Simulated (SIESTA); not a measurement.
Nb:

```
Nb
1.0
    -1.65481    1.66189    1.66310
     1.61189   -1.66978    1.62806
     1.70285    1.71781   -1.67098
Nb
1
Direct
  0.99711 0.99235 0.00528
```

The cell isn't the ideal one: cell strained at random at fixed volume.

Base run:

- Program: SIESTA 5.4.2
- Functional: PBE
- Potentials or basis: PseudoDojo 0.4 standard (PBE files)
- Basis: DZP (energy shift 0.003 Ry; two zetas on semicore shells)
- Grid cutoff: 800 Ry
- Energy shift: 0.003 Ry
- k mesh: 11 × 11 × 11
- Occupations: fermi-dirac, width 0.05 eV
- Spin: no spin polarisation

Its results: band gap on the k mesh none (metal or under the smearing width); pressure -0.7 GPa.

Question: The run is repeated on the same cell with these changes: functional from PBE to PBEsol; potentials or basis from PseudoDojo 0.4 standard (PBE files) to PseudoDojo 0.4 standard (PBEsol files). What comes out?

Answer: Band gap on the k mesh none (metal or under the smearing width); pressure -6.4 GPa.

Caveats: the basis of atomic orbitals isn't converged, which shifts pressures, moduli and gaps.
